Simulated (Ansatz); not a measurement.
Wanted: the native input for an Ansatz 0.2.0 run.

| Quantity | Value |
| --- | --- |
| Task | band structure |
| Functional | PBE |
| Potentials or basis | Ansatz PAW |
| Cutoff | 420 eV (not typed: the program's choice for these potentials) |
| k mesh | 5 × 6 × 5 |
| Occupations | fermi-dirac, width 0.05 eV |
| Spin | spin-orbit coupling, no magnetisation |
| Path | [["G", "X", "S", "Y", "G", "Z", "U", "R", "T", "Z"], ["Y", "T"], ["U", "X"], ["S", "R"]] |
| Points for each segment of the path | 10 |

HfO2:

```
CELL_PARAMETERS angstrom
5.21946 0.00000 0.00000
0.00000 5.00476 0.00000
0.00000 0.00000 5.03269
ATOMIC_POSITIONS crystal
Hf 0.96699 0.73252 0.74144
Hf 0.53301 0.73252 0.24144
Hf 0.46699 0.26748 0.74144
Hf 0.03301 0.26748 0.24144
O 0.63213 0.92865 0.87927
O 0.86787 0.92865 0.37927
O 0.23395 0.53988 0.49229
O 0.26605 0.53988 0.99229
O 0.76605 0.46012 0.99229
O 0.73395 0.46012 0.49229
O 0.13213 0.07135 0.87927
O 0.36787 0.07135 0.37927
```

Measurements of this composition are mostly on another form, of space group No. 14.

One way to write it, as run:

input.yaml

```yaml
crystal:
  lattice:
    - [5.21946336, 0.0, 0.0]
    - [0.0, 5.00476369, 0.0]
    - [0.0, 0.0, 5.03268505]
  atoms:
    - { symbol: Hf, position: [0.966994, 0.73252082, 0.74144035] }
    - { symbol: Hf, position: [0.533006, 0.73252082, 0.24144035] }
    - { symbol: Hf, position: [0.466994, 0.26747918, 0.74144035] }
    - { symbol: Hf, position: [0.033006, 0.26747918, 0.24144035] }
    - { symbol: O, position: [0.63212745, 0.9286454, 0.87926726] }
    - { symbol: O, position: [0.86787255, 0.9286454, 0.37926726] }
    - { symbol: O, position: [0.23394852, 0.53988305, 0.49229239] }
    - { symbol: O, position: [0.26605148, 0.53988305, 0.99229239] }
    - { symbol: O, position: [0.76605148, 0.46011695, 0.99229239] }
    - { symbol: O, position: [0.73394852, 0.46011695, 0.49229239] }
    - { symbol: O, position: [0.13212745, 0.0713546, 0.87926726] }
    - { symbol: O, position: [0.36787255, 0.0713546, 0.37926726] }
hamiltonian:
  xc: pbe
  pseudopotentials: { kind: paw_fr }
magnetization:
  noncollinear: true
  spin_orbit: true
kpoints:
  mp_grid: { grid: [5, 6, 5] }
  band_path:
    path:
      - [[0.0, 0.0, 0.0], [0.0, 0.5, 0.0], [0.0, 0.5, 0.5], [0.0, 0.0, 0.5], [0.0, 0.0, 0.0], [0.5, 0.0, 0.0], [0.5, 0.5, 0.0], [0.5, 0.5, 0.5], [0.5, 0.0, 0.5], [0.5, 0.0, 0.0]]
      - [[0.0, 0.0, 0.5], [0.5, 0.0, 0.5]]
      - [[0.5, 0.5, 0.0], [0.0, 0.5, 0.0]]
      - [[0.0, 0.5, 0.5], [0.5, 0.5, 0.5]]
    npoints: 10
scf:
  occupations: { method: fermi_dirac, width: 0.05 }
  n_extra_bands: 30
output:
  forces: true
  stress: true
  eigenvalues: true
  fatbands: true
```

Potentials or basis: Ansatz PAW.

Command:

```sh
$ ansatz run input.yaml --threads 2 --pin off --max-ram 5120MiB --backend cpu --events-out ev --progress --plain --runs-dir out
```

It gave:

```json
{"Pressure": "9.5 GPa", "Largest force": "0.111 eV/Å", "Band gap on the k mesh": "4.43 eV, indirect (least direct gap 4.68 eV)", "Band gap along the path": "4.50 eV, indirect (least direct gap 4.66 eV)"}
```

Caveat: the pressure holds a Pulay correction of +0.8 GPa for the finite cutoff.

It took 7.2 min on 2 threads of Intel(R) Xeon(R) 6975P-C (Granite Rapids), on a shared host, peak memory 3 GiB.
